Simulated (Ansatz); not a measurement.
**Au(111) / 3 layers Os(0001) / Au(111): resistance against film thickness**

How does the resistance across the layers grow with the film in Au(111) / 3 layers Os(0001) / Au(111)?

Main program and level: Ansatz 0.2.0; Ansatz plane-wave DFT, PBE, PAW files; ballistic transport by layer matching (Landauer), zero bias; PAW set soft_1.

## (1) The structure

The cell holds 11 atoms: 8 Au and 3 Os. Its edges and angles: a = 2.884 Å, b = 2.884 Å, c = 24.661 Å, α = 90.0°, β = 90.0°, γ = 120.0°. It derives from Au and Os. Regions: lead, 8 atoms (8 Au); films, 3 atoms (3 Os). The structure is stacked along c, and the current runs across the ab planes.

## (2) With 3 layers

The film is laid into the lead at the lead's in-plane lattice, and the cell closes on the lead's own image. The mesh across the current, 30×30, is finer than the density's, because channels open and close sharply across the zone. Energies from -1 to 1 eV in steps of 0.036 eV cover the slope of the Fermi function at 300 K, so the program can form a conductance.

Input file input.yaml:

```yaml
crystal:
  lattice:
    - [2.8837582304, 0.0, 0.0]
    - [-1.4418791152, 2.4974078859, 0.0]
    - [0.0, 0.0, 24.6610935593]
  atoms:
    - { symbol: Au, position: [0.0, 0.0, 0.0477387333] }
    - { symbol: Au, position: [0.3333333333, 0.6666666667, 0.1432161998] }
    - { symbol: Au, position: [0.6666666667, 0.3333333333, 0.2386936664] }
    - { symbol: Au, position: [0.0, 0.0, 0.3341711329] }
    - { symbol: Os, position: [0.3333333333, 0.6666666667, 0.4212732441] }
    - { symbol: Os, position: [0.6666666667, 0.3333333333, 0.5] }
    - { symbol: Os, position: [0.3333333333, 0.6666666667, 0.5787267559] }
    - { symbol: Au, position: [0.6666666667, 0.3333333333, 0.6658288671] }
    - { symbol: Au, position: [0.0, 0.0, 0.7613063336] }
    - { symbol: Au, position: [0.3333333333, 0.6666666667, 0.8567838002] }
    - { symbol: Au, position: [0.6666666667, 0.3333333333, 0.9522612667] }
kpoints:
  mp_grid: { grid: [15, 15, 1] }
hamiltonian:
  xc: pbe
  pseudopotentials: { kind: paw, azcp: { folder: soft_1 } }
scf:
  occupations: { method: fermi_dirac, width: 0.1 }
output:
  transmission: { leads: [[0, 1]], kmesh: [30, 30], e_range: [-1.0, 1.0], de: 0.036 }
  write_potential: true
  write_density: true
  volumetric_format: npy
  elf: true
```

Launch:

```
$ ansatz run input.yaml --threads 4 --pin off --max-ram 8192MiB --backend cpu --events-out ev --progress --plain --runs-dir out
```

Numbers of over 12 decimals in the logs are rounded to 6 here.

The log of the run:

```text
Engine: ansatz 0.2.0, aarch64-unknown-linux-gnu
Pseudopotentials: kind: paw
Pseudopotential: Au, paw, valence charge 19, recommended cutoff 420 eV (normal), soft_1/Au.paw.azcp
Pseudopotential: Os, paw, valence charge 16, recommended cutoff 420 eV (normal), soft_1/Os.paw.azcp
Functional definition: PBE
  parameter kappa = 0.804
  parameter beta = 0.066725
  exchange = pbe_x(kappa = kappa, mu = beta*pi^2/3)
  correlation = pbe_c(beta = beta)
Crystal: 11 atoms, lattice volume = 177.607 Å³
Basis set: ecut = 420 eV, 3455 PW (Γ)
Bands: 120, of which v1, the nominal top of the filled ones, is band 100 counted from 1 (99 counted from 0)
Symmetry: 6 space group operations
Space group: P3m1 (ITA 156), of the structure as read, at distance tolerance 5.6e-5 Å
k-points: 27 of 225 (time reversal used)
Non-local potential: Au, projectors of the file, l = 0: 3, l = 1: 2, l = 2: 2, l = 3: 1
Non-local potential: Os, projectors of the file, l = 0: 3, l = 1: 2, l = 2: 2, l = 3: 1
PAW form: soft (Blöchl's): semilocal exchange-correlation on the pseudo side does not see the compensation charge
PAW one-centre angular grid: Au, 590 points (default); XC on 64 Gauss nodes
PAW one-centre angular grid: Os, 590 points (default); XC on 64 Gauss nodes
Initial density: superposition of atomic densities (chi_scale 0.1, normalization cell, long waves of neutral atoms (reshape's long-wave potential 15.56 eV rms, cloud 2.80 Å wide))
Initial wavefunctions: pseudopotential atomic-orbital guess
Functional: x = pbe(κ = 0.804, μ = 0.219515), c = pbe(β = 0.066725)
SCF iter   1: F=—  HF=-139393.968328 eV  |F-HF|=—  |Δ(HF+E_count)|=         —  Δρ=2.31e-1  dr2=1.83e3  ethr=3.10e-3  ⟨swp⟩=5.8  Hψ=11503  notcnv=0  defer=64
preconditioner: auto → Kerker (q_TF=auto, 2.783 Å⁻¹)  [metal: Δε(μ)=0.003 eV  Ē_g=8.809 eV  σ=0.100 eV  W_gap=0.01  n_scr=74 (ndim 8)  ℏωp=29.5 eV  f_vac=0.000  D(μ)=14.59/eV (n_scr^D=168)]
SCF iter   2: F=—  HF=-139372.387835 eV  |F-HF|=—  |Δ(HF+E_count)|=    2.16e1  Δρ=8.06e-2  dr2=3.54e2  ethr=3.10e-3  ⟨swp⟩=2.6  Hψ=5689  notcnv=0  defer=188
SCF iter   3: F=—  HF=-139367.110580 eV  |F-HF|=—  |Δ(HF+E_count)|=    5.28e0  Δρ=3.02e-2  dr2=4.78e1  ethr=3.10e-3  ⟨swp⟩=2.3  Hψ=4017  notcnv=0  defer=184
SCF iter   4: F=—  HF=-139365.679561 eV  |F-HF|=—  |Δ(HF+E_count)|=    1.43e0  Δρ=8.40e-3  dr2=4.62e0  ethr=3.10e-3  ⟨swp⟩=2.1  Hψ=4269  notcnv=0  defer=180
SCF iter   5: F=—  HF=-139365.569561 eV  |F-HF|=—  |Δ(HF+E_count)|=   1.10e-1  Δρ=4.58e-3  dr2=8.74e-1  ethr=2.31e-3  ⟨swp⟩=1.0  Hψ=3726  notcnv=0  defer=180
SCF iter   6: F=—  HF=-139365.545926 eV  |F-HF|=—  |Δ(HF+E_count)|=   2.36e-2  Δρ=1.92e-3  dr2=8.81e-2  ethr=4.37e-4  ⟨swp⟩=1.0  Hψ=3049  notcnv=0  defer=180
SCF iter   7: F=—  HF=-139365.542094 eV  |F-HF|=—  |Δ(HF+E_count)|=   3.83e-3  Δρ=7.11e-4  dr2=1.34e-2  ethr=4.41e-5  ⟨swp⟩=1.0  Hψ=3049  notcnv=0  defer=180
SCF iter   8: F=—  HF=-139365.541185 eV  |F-HF|=—  |Δ(HF+E_count)|=   9.09e-4  Δρ=2.62e-4  dr2=4.55e-3  ethr=6.71e-6  ⟨swp⟩=1.0  Hψ=3109  notcnv=0  defer=180
SCF iter   9: F=—  HF=-139365.541065 eV  |F-HF|=—  |Δ(HF+E_count)|=   1.20e-4  Δρ=1.24e-4  dr2=7.82e-4  ethr=2.28e-6  ⟨swp⟩=1.0  Hψ=3049  notcnv=0  defer=180
SCF iter  10: F=—  HF=-139365.541056 eV  |F-HF|=—  |Δ(HF+E_count)|=   9.24e-6  Δρ=3.23e-5  dr2=6.32e-5  ethr=3.91e-7  ⟨swp⟩=1.0  Hψ=3077  notcnv=0  defer=180
SCF iter  11: F=—  HF=-139365.541187 eV  |F-HF|=—  |Δ(HF+E_count)|=   1.31e-4  Δρ=1.05e-5  dr2=2.08e-6  ethr=3.16e-8  ⟨swp⟩=1.0  Hψ=3139  notcnv=0  defer=188
SCF iter  12: F=—  HF=-139365.541186 eV  |F-HF|=—  |Δ(HF+E_count)|=   1.13e-7  Δρ=3.84e-6  dr2=2.80e-7  ethr=1.04e-9  ⟨swp⟩=1.3  Hψ=3080  notcnv=0  defer=188
SCF iter  13: F=-139365.541186 eV  HF=-139365.541186 eV  |F-HF|=4.30e-8  |Δ(HF+E_count)|=   1.17e-8  Δρ=1.27e-6  dr2=4.48e-8  ethr=5.00e-11  ⟨swp⟩=10.3  Hψ=10366  notcnv=0
SCF 1 converged in 13 iterations: F = -139365.541186 eV  dr2 = 4.48e-8
  greatest PAW one-centre occupation: 1.000 electrons in one spin orbital (limit 2), on the Au atom at site 10 (counted from 0), in its partial waves of l = 0
transmission: 404 of 4004 steps passed
transmission: 804 of 4004 steps passed
[...]
transmission: 4004 of 4004 steps passed
SCF converged after 13 iterations
Free energy (F): -139365.541186 eV
Harris-Foulkes:  -139365.541186 eV  (|F-HF|=4.30e-8)
Internal energy: -139365.402523 eV  (E = F + TS)
E sigma→0 (E₀):  -139365.471855 eV
Entropy (-TS):   -0.138664 eV (-12.606 meV/atom)
Fermi energy:    22.068223 eV
--- Per-component energies (eV) ---
  E_band       = -1848.242756
  E_kinetic    = 6105.544915
  E_local      = -16327.582423  (includes V_loc(G=0)·N_el)
  E_nonlocal   = 1372.754427
  E_hartree    = 6876.495369
  E_xc         = -2427.220077
  E_vxc        = -2835.020000  (∫ρ·V_xc dr)
  E_paw        = -104993.741450  (= ΣΔE_a)
  E_vpaw       = -3916.945921  (= ΣTr[D̂ρ^β])
  E_aug_tail   = 0.014961  (compensation charges beyond the density's cutoff)
  E_ewald      = -29971.668245
  E_smearing   = -0.138664  (= −TS)
  E_closure    = 0.000000  (closes the sum)
  Σ components = -139365.541186   (vs F -139365.541186, Δ=0.00e0)
--- Band table (eV; the first three rows and the last of 27) ---
  k-point 0: bands = [... 96 lower, 19.5977, 19.9139, 19.9139, 20.0983, 20.0983, 20.4959, 20.8198, 21.0849, ... 16 higher]
  k-point 1: bands = [... 96 lower, 19.7065, 19.9139, 20.0056, 20.1789, 20.3646, 20.6549, 20.9734, 21.0930, ... 16 higher]
  k-point 2: bands = [... 96 lower, 19.8919, 19.9403, 20.3025, 20.4329, 20.6545, 20.7869, 21.0589, 21.1585, ... 16 higher]
  k-point 26: bands = [... 96 lower, 23.0065, 23.2147, 23.3725, 24.5181, 24.5402, 24.5720, 24.9017, 24.9394, ... 16 higher]
--- Transmission ---
  basis      : 61 plane waves across, 44 finite elements along
  points     : 91, standing for a mesh of 30 x 30
  filling    : by the input's occupations and mesh, since the crystals that have channels conduct as metals do. If one of these is a semiconductor, that mesh has misplaced its level
  energies   : 56 from -1.000000 to 0.980000 eV about the Fermi level, 0.036000 eV apart; the leads are filled to 0.000000 eV, and channels, transmission and decay are at 0.008000 eV
  crystal 0  : Au1, at the sites [0, 1], period 2.3546 Å, over 18.84 Å; its Hamiltonian steps by up to 12.4 meV
    offset         : up to 0.0000 Å between an atom of the period and one for which it stands
    filled         : 50.1 meV over the level at which it is neutral
    channels       : 7.966667e-1 a spin
    conductance    : 8.5522e14 S/m² at 300 K; may be off by some 0.0 % by where its bands' edges are placed, 4.2 % from the k-mesh, 0.4 % from the distance to neutral
    slowest decay  : 0.0855 /Å at (0.0667, 0.0000)
  junction   : crystal 0 to crystal 0, 0.70 to 23.00 Å
    transmission   : 2.795091e-1 a spin
    conductance    : 2.9684e14 S/m² at 300 K (2.7486e14 on every other point, 2.9738e14 on every other energy)
    error estimate : 0.2 % from the energy spacing and 0.0 % from band edges of the leads and from resonances (wavevectors taken as independent; lower de), 9.6 % from the k-mesh, 6.8 % from the steps of its leads' Hamiltonians or their offsets (lay more layers), 2.2 % from the distance to neutral
    resistance     : 2.1996e-3 Ω µm² beyond half of each lead's own
```

Run time: 1.8 min. Hardware: 4 threads of Arm Neoverse V1, shared host; peak memory 0.94 GiB.

This step gave:

| Property | Result |
| --- | --- |
| free energy | -139365.5412 eV |
| energy at zero smearing | -139365.4719 eV |
| Fermi energy | 22.07 eV |
| cell area | 7.202 Å² |
| step of the lead's potential | 12.4 meV |
| ballistic conductance of the lead | 8.55e14 S/m² |
| estimated errors of the lead's conductance | 0, 4.2, 0.4 % (band edges, k-mesh, distance from neutral) |
| lead conductance per cell | 0.7949 G₀ |
| conductance of the junction | 2.97e14 S/m² |
| junction conductance per cell | 0.2759 G₀ |
| estimated errors of the junction's conductance | 0.2, 0, 9.6, 6.8, 2.2 % (energy step, band edges, k-mesh, leads' steps, distance from neutral) |
| area resistance that the stack adds (contact term taken off, spin by spin) | 2.200 fΩ m² |

Per spin. Table of transmission, zone mean by energy, zero at the Fermi level:

```csv
energy (eV),"transmission, zone mean"
-1.000,0.199
-0.892,0.229
-0.820,0.256
-0.712,0.303
-0.640,0.280
-0.532,0.271
-0.424,0.277
-0.352,0.311
-0.244,0.274
-0.136,0.273
-0.064,0.285
-0.028,0.286
0.008,0.280
0.044,0.267
0.116,0.227
0.188,0.263
0.224,0.255
0.332,0.245
0.404,0.227
0.512,0.185
0.620,0.164
0.692,0.159
0.800,0.158
0.872,0.148
0.980,0.230
```

Per spin. Open channels, zone mean, lead against energy, zero at the Fermi level:

```csv
energy (eV),"open channels, zone mean, lead"
-1.000,0.657
-0.892,0.697
-0.820,0.717
-0.712,0.723
-0.640,0.723
-0.532,0.737
-0.424,0.75
-0.352,0.79
-0.244,0.783
-0.136,0.783
-0.064,0.783
0.008,0.797
0.044,0.797
0.116,0.783
0.224,0.843
0.332,0.837
0.404,0.837
0.512,0.837
0.620,0.837
0.692,0.837
0.800,0.863
0.872,0.877
0.980,0.873
```

Transmission over k1 and k2. At 0.0080 eV from the Fermi level.

Values, 12 rows by 16 columns, each cell a mean:
```
0.541 0.303 0.349 0.269 0.172 0.205 0.340 0.294 0.520 0.212 0.012 0.000 0.000 0.000 0.000 0.059
0.453 0.291 0.226 0.282 0.410 0.344 0.431 0.362 0.168 0.354 0.336 0.039 0.000 0.000 0.000 0.000
0.327 0.178 0.310 0.275 0.369 0.474 0.470 0.340 0.187 0.412 0.201 0.246 0.089 0.000 0.000 0.000
0.356 0.130 0.323 0.595 0.338 0.334 0.240 0.295 0.343 0.484 0.497 0.157 0.219 0.200 0.000 0.000
0.433 0.281 0.377 0.620 0.274 0.268 0.494 0.523 0.426 0.259 0.339 0.596 0.322 0.348 0.311 0.062
0.547 0.258 0.254 0.234 0.303 0.330 0.579 0.000 0.088 0.430 0.343 0.356 0.277 0.209 0.162 0.578
0.405 0.292 0.309 0.305 0.480 0.358 0.297 0.506 0.153 0.462 0.405 0.280 0.350 0.518 0.242 0.324
0.276 0.037 0.333 0.266 0.280 0.532 0.347 0.303 0.436 0.409 0.340 0.275 0.404 0.625 0.131 0.318
0.201 0.000 0.000 0.151 0.209 0.157 0.556 0.404 0.314 0.275 0.285 0.345 0.349 0.650 0.107 0.195
0.229 0.000 0.000 0.000 0.080 0.297 0.281 0.313 0.166 0.648 0.627 0.653 0.428 0.272 0.226 0.315
0.256 0.000 0.000 0.000 0.000 0.031 0.308 0.251 0.194 0.250 0.143 0.109 0.139 0.267 0.187 0.311
0.412 0.169 0.212 0.164 0.147 0.189 0.210 0.465 0.559 0.349 0.416 0.295 0.284 0.413 0.352 0.610
```
Columns: k1 (b1) from -0.5 to 0.467; rows upwards: k2 (b2) from -0.5 to 0.467.

Open channels over k1 and k2. At 0.0080 eV from the Fermi level.

Values, 12 rows by 16 columns, each cell a mean:
```
1.00 1.00 1.00 1.00 1.00 1.00 1.00 1.00 1.00 1.00 0.13 0.00 0.00 0.00 0.03 0.61
1.00 1.00 1.00 1.00 1.00 1.00 1.00 1.00 1.00 1.00 0.69 0.08 0.00 0.00 0.00 0.00
1.00 1.00 1.00 1.00 1.00 1.00 1.00 1.00 1.00 1.00 1.00 0.89 0.27 0.00 0.00 0.00
1.00 1.00 1.00 1.00 1.00 1.00 1.00 1.00 1.00 1.00 1.00 1.00 0.96 0.48 0.00 0.00
1.00 1.00 1.00 1.00 1.00 1.00 0.99 0.80 0.89 1.00 1.00 1.00 1.00 1.00 0.76 0.60
1.00 1.00 1.00 1.00 1.00 1.00 0.93 0.00 0.09 0.73 1.00 1.00 1.00 1.00 1.00 1.00
1.00 1.00 1.00 1.00 1.00 1.00 1.00 0.79 0.20 0.52 1.00 1.00 1.00 1.00 1.00 1.00
0.63 0.20 0.68 1.00 1.00 1.00 1.00 1.00 1.00 1.00 1.00 1.00 1.00 1.00 1.00 1.00
0.53 0.00 0.00 0.43 0.95 1.00 1.00 1.00 1.00 1.00 1.00 1.00 1.00 1.00 1.00 1.00
0.53 0.00 0.00 0.00 0.23 0.87 1.00 1.00 1.00 1.00 1.00 1.00 1.00 1.00 1.00 1.00
0.63 0.01 0.00 0.00 0.00 0.05 0.76 1.00 1.00 1.00 1.00 1.00 1.00 1.00 1.00 1.00
1.00 0.65 0.40 0.40 0.40 0.40 0.76 1.00 1.00 1.00 1.00 1.00 1.00 1.00 1.00 1.00
```
Columns: k1 (b1) from -0.5 to 0.467; rows upwards: k2 (b2) from -0.5 to 0.467.

ELF in the ca plane at fractional y = 0.333, with atoms of Au and Os within 0.2 Å of it. It is the smooth field of the valence electrons, not physical close to the nuclei.

Ten even steps from '0' (0.11) to '9' (0.77), each cell a mean:
```
21101122112455421122211222233465333222234554
11000111113578631111101223334767533222236875
10000011113699642111000233324756623322246996
11000111113577531111111222334677533222235775
22101222112355421122211222233454333222224553
43112343211122211234322233333222332332122221
43212344211111111244432234323333322442111111
43111343211222211234322233233222332332122321
```
Columns run along c (16.0 Å, from fractional 0.05 to 0.70 of the cell), rows up along a (2.9 Å). Atoms in or near the plane, at fractional coordinates: Au at (0.24, 0.67), Os at (0.50, 0.67), Au at (0.67, 0.67).

Electrostatic potential energy in the ca plane at fractional y = 0.333, with atoms of Au and Os within 0.2 Å of it. With pseudopotentials it is smooth inside the atoms' cores, unlike the true potential.

Ten even steps from '0' (-33 eV) to '9' (24 eV), each cell a mean:
```
89999988998533589998999988887312688889985335
99999999997211269999999999984000279999962012
99999999996200159999999999983000179999951001
99999999997311269999999999985000279999962113
88999888999644689988899988887423688888985446
67999766899988999875789865789888887557999889
56898645899999999864688754689999987447999999
67999767899988899876789865788877887667998789
```
Columns run along c (16.0 Å, from fractional 0.05 to 0.70 of the cell; values clipped at the 3rd and 97th percentile), rows up along a (2.9 Å). Atoms in or near the plane, at fractional coordinates: Au at (0.24, 0.67), Os at (0.50, 0.67), Au at (0.67, 0.67).

Valence density in the ca plane at fractional y = 0.333, with atoms of Au and Os within 0.2 Å of it. It is the smooth field of the valence electrons, not physical close to the nuclei.

Ten steps, logarithmic in the rise over the least value, from '0' (0 e/Å³) to '9' (13 e/Å³), each cell a mean:
```
22101222112577531122211123223566432322235775
11000111114799752111100112235788632221258997
10000011114899852111000111235898742111258998
11000111114789742111110112235788632222247987
32111233212466521123221223323565432332235664
43212344211233211245432244332233223443222332
54212455311111111245432345432222223553211211
43212344211233211234422234322333223443222332
```
Columns run along c (16.0 Å, from fractional 0.05 to 0.70 of the cell), rows up along a (2.9 Å). Atoms in or near the plane, at fractional coordinates: Au at (0.24, 0.67), Os at (0.50, 0.67), Au at (0.67, 0.67).

The lead's potential steps by 12 meV from period to period, small in itself. The program estimates the junction's conductance to 9.6 % from the k-mesh, 2.2 % from the leads' distance from neutral and 6.8 % from their steps.

By hand: 1/G − 1/G_lead = 1/0.2968 − 1/0.8552 = 2.20 fΩ m² with G in 10¹⁵ S/m².

## (3) With 5 layers, film layers 5

The stack now holds 5 film layers; the k-mesh follows the cell, and the energies span -0.27 to 0.27 eV.

System of this step: Au(111) / 5 layers Os(0001) / Au(111). The cell holds 13 atoms: 8 Au and 5 Os. Its edges and angles: a = 2.884 Å, b = 2.884 Å, c = 28.544 Å, α = 90.0°, β = 90.0°, γ = 120.0°. It derives from Au and Os. Regions: lead, 8 atoms (8 Au); films, 5 atoms (5 Os). The structure is stacked along c, and the current runs across the ab planes.

Input file input.yaml:

```yaml
crystal:
  lattice:
    - [2.8837582304, 0.0, 0.0]
    - [-1.4418791152, 2.4974078859, 0.0]
    - [0.0, 0.0, 28.5440693439]
  atoms:
    - { symbol: Au, position: [0.0, 0.0, 0.0412446226] }
    - { symbol: Au, position: [0.3333333333, 0.6666666667, 0.1237338678] }
    - { symbol: Au, position: [0.6666666667, 0.3333333333, 0.206223113] }
    - { symbol: Au, position: [0.0, 0.0, 0.2887123582] }
    - { symbol: Os, position: [0.3333333333, 0.6666666667, 0.3639655847] }
    - { symbol: Os, position: [0.6666666667, 0.3333333333, 0.4319827923] }
    - { symbol: Os, position: [0.3333333333, 0.6666666667, 0.5] }
    - { symbol: Os, position: [0.6666666667, 0.3333333333, 0.5680172077] }
    - { symbol: Os, position: [0.3333333333, 0.6666666667, 0.6360344153] }
    - { symbol: Au, position: [0.6666666667, 0.3333333333, 0.7112876418] }
    - { symbol: Au, position: [0.0, 0.0, 0.793776887] }
    - { symbol: Au, position: [0.3333333333, 0.6666666667, 0.8762661322] }
    - { symbol: Au, position: [0.6666666667, 0.3333333333, 0.9587553774] }
kpoints:
  mp_grid: { grid: [15, 15, 1] }
hamiltonian:
  xc: pbe
  pseudopotentials: { kind: paw, azcp: { folder: soft_1 } }
scf:
  occupations: { method: fermi_dirac, width: 0.1 }
output:
  transmission:
    leads: [[0, 1]]
    kmesh: [30, 30]
    e_range: [-0.27, 0.27]
    de: 0.036
  write_potential: true
  write_density: true
  volumetric_format: npy
```

The log of the run:

```text
[...]
Crystal: 13 atoms, lattice volume = 205.572 Å³
Basis set: ecut = 420 eV, 4019 PW (Γ)
Bands: 140, of which v1, the nominal top of the filled ones, is band 116 counted from 1 (115 counted from 0)
Symmetry: 6 space group operations
[...]
k-points: 27 of 225 (time reversal used)
[...]
--- Transmission ---
  basis      : 61 plane waves across, 43 finite elements along
  points     : 91, standing for a mesh of 30 x 30
[...]
filled         : 37.4 meV over the level at which it is neutral
    channels       : 7.966667e-1 a spin
[...]
slowest decay  : 0.0851 /Å at (0.0667, 0.0000)
  junction   : crystal 0 to crystal 0, 0.70 to 26.89 Å
    transmission   : 2.529638e-1 a spin
[...]
resistance     : 2.6695e-3 Ω µm² beyond half of each lead's own
[key lines of the parts left out:]
SCF converged after 14 iterations
Free energy (F): -162136.442453 eV
Fermi energy:    22.597804 eV
```

The job ended after 71 s (4 threads; peak memory 1.2 GiB).

Numbers from this step:

| Quantity | Value |
| --- | --- |
| free energy | -162136.4425 eV |
| energy at zero smearing | -162136.3424 eV |
| Fermi energy | 22.60 eV |
| step of the lead's potential | 11.2 meV |
| lead conductance per cell | 0.7946 G₀ |
| conductance of the junction | 2.60e14 S/m² |
| junction conductance per cell | 0.2421 G₀ |
| estimated errors of the junction's conductance | 0, 0, 13, 12.8, 3 % (energy step, band edges, k-mesh, leads' steps, distance from neutral) |
| area resistance that the stack adds (contact term taken off, spin by spin) | 2.670 fΩ m² |

Per spin. The transmission, zone mean by energy, zero at the Fermi level:

| energy (eV) | transmission, zone mean |
| --- | --- |
| -0.270 | 0.207 |
| -0.234 | 0.212 |
| -0.198 | 0.211 |
| -0.162 | 0.225 |
| -0.126 | 0.224 |
| -0.090 | 0.230 |
| -0.054 | 0.227 |
| -0.018 | 0.239 |
| 0.018 | 0.253 |
| 0.054 | 0.251 |
| 0.090 | 0.259 |
| 0.126 | 0.237 |
| 0.162 | 0.248 |
| 0.198 | 0.275 |
| 0.234 | 0.288 |
| 0.270 | 0.289 |

The conductance of the junction is 2.6e14 S/m², 12 % under the 3.0e14 S/m² of the last finished run, within the error estimates, leads' steps apart, of 9.6 and 13 %.

[end of part 1 of 2]

[Logs are printed without paths, hosts, clocks, repeated set-up lines and the standing remarks that a program may print on its own settings, such as how far it seeks lower states.]

[Hosts, paths, dates, database ids (printed as entryN), source tags and the programs' standing remarks are cut or masked in the printed files.]
